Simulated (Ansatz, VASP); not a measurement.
# Two plane-wave programs on Mg

```
CELL_PARAMETERS angstrom
2.98102 0.00000 0.00000
-1.49051 2.58164 0.00000
0.00000 0.00000 2.93707
ATOMIC_POSITIONS crystal
Mg 0.00000 0.00000 0.00000
```

Change from the starting cell: volume scaled by 0.88, PAW files.

Alike in both runs: task single point; functional PBE; k mesh 14 × 14 × 13; occupations fermi-dirac, width 0.1 eV; no spin polarisation.

```csv
,VASP,Ansatz
version,VASP 6.6.1,Ansatz 0.2.0
potentials or method,"VASP PAW PBE potentials, release 64 (Mg)","PAW with Ansatz's default frozen-core files, scalar-relativistic"
plane-wave cutoff (eV),520,420
valence electrons in the cell,2,10
```

Ansatz gave:

| Property | Result |
| --- | --- |
| pressure (GPa) | 4.3 |

Q: What did VASP give for the same quantities?

A: Pressure (GPa): 4.2.

The two sets of potentials don't hold the same shells in valence.
